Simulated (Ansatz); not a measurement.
**CoSi2: response to strain**

CoSi2 is deformed so: equal xy, yz and zx engineering shear strains of +2 %. What stress and forces result, by LAPW, PAW and all-electron datasets made for the crystal?

Computed with Ansatz 0.2.0 (DFT PBE, scalar-relativistic, unless a step's input says otherwise).

## (1) The structure to begin with

It takes space group Fm-3m (No. 225, cubic). Conventional cell: a = 5.365 Å, b = 5.365 Å, c = 5.365 Å, α = 90.00°, β = 90.00°, γ = 90.00°. Co (site symmetry m-3m) has 8 Si at 2.32 Å as nearest neighbours. Around Si (site symmetry -43m) lie 4 Co at 2.32 Å.

Structure file:

```xyz
3
Lattice="0.0000 2.6825 2.6825 2.6825 0.0000 2.6825 2.6825 2.6825 0.0000" Properties=species:S:1:pos:R:3 pbc="T T T"
Co    0.0000    0.0000    0.0000
Si    1.3413    1.3412    1.3413
Si    4.0238    4.0237    4.0237
```

Atoms are numbered in the order of the input: Co1, Si2, Si3.

## (2) After the deformation

Space group Fm-3m before, R-3m after.

## (3) Full-potential LAPW

input.yaml

```yaml
crystal:
  lattice:
    - [0.05365, 2.709325, 2.709325]
    - [2.709325, 0.05365, 2.709325]
    - [2.709325, 2.709325, 0.05365]
  atoms:
    - { symbol: Co, position: [0.0, 0.0, 0.0], spin: 2.0 }
    - { symbol: Si, position: [0.25, 0.25, 0.25] }
    - { symbol: Si, position: [0.75, 0.75, 0.75] }
magnetization:
  spin_polarized: true
kpoints:
  mp_grid: { grid: [11, 11, 11] }
  band_path:
    path:
      - [0.0, 0.0, 0.0]
      - [0.5, 0.5, 0.5]
      - [0.2451701269, 0.5, 0.7548298731]
      - [-0.2451701269, 0.2451701269, 0.5]
      - [0.0, 0.0, 0.5]
      - [0.0, 0.0, 0.0]
      - [-0.3725850634, 0.0, 0.3725850634]
      - [0.0, 0.3725850634, 0.6274149366]
      - [0.0, 0.5, 0.5]
    npoints: 5
scf:
  occupations: { method: fermi_dirac, width: 0.05 }
hamiltonian:
  xc: pbe
  pseudopotentials: { kind: all_electron, lapw: { basis_error: 0.001 } }
output:
  forces: true
  stress: true
  eigenvalues: true
```

Started as:

```bash
ansatz run input.yaml --threads 1 --pin off --max-ram 4096MiB --backend cpu --events-out ev --progress --plain --runs-dir out
```

## (4) PAW on the default files

input.yaml

```yaml
crystal:
  lattice:
    - [0.05365, 2.709325, 2.709325]
    - [2.709325, 0.05365, 2.709325]
    - [2.709325, 2.709325, 0.05365]
  atoms:
    - { symbol: Co, position: [0.0, 0.0, 0.0], spin: 2.0 }
    - { symbol: Si, position: [0.25, 0.25, 0.25] }
    - { symbol: Si, position: [0.75, 0.75, 0.75] }
magnetization:
  spin_polarized: true
kpoints:
  mp_grid: { grid: [11, 11, 11] }
scf:
  occupations: { method: fermi_dirac, width: 0.05 }
hamiltonian:
  xc: pbe
  pseudopotentials: { kind: paw }
output:
  forces: true
  stress: true
  eigenvalues: true
  efg: { contact_densities: true }
  write_density: true
  write_potential: true
  elf: true
  volumetric_format: npy
```

## (5) All-electron PAW on datasets made for the crystal

input.yaml, as its differences from that of step 4:

```diff
@@ -17,3 +17,3 @@
   xc: pbe
-  pseudopotentials: { kind: paw }
+  pseudopotentials: { kind: all_electron, datasets: crystal }
 output:
@@ -23,5 +23 @@
   efg: { contact_densities: true }
-  write_density: true
-  write_potential: true
-  elf: true
-  volumetric_format: npy
```

(Steps that only read results are left out.)

Q: Predict the outcome of this session. Wanted: pressure; largest shear or deviatoric stress.

As calculated:

| quantity | value |
| --- | --- |
| pressure | LAPW -0.26, PAW -0.31, crystal datasets -0.26 GPa |
| largest shear or deviatoric stress (LAPW) | 2.82 GPa |

In words: The largest part of the stress beyond the pressure is 2.82 GPa in size; the atoms are carried along and not relaxed. No run of the undeformed cell stands beside it, so the pressure holds what the given cell had before the change. PAW: stress within 0.05 GPa of LAPW, forces within 1 meV/Å. Crystal datasets: stress within 0.01 GPa of LAPW, forces within 1 meV/Å.
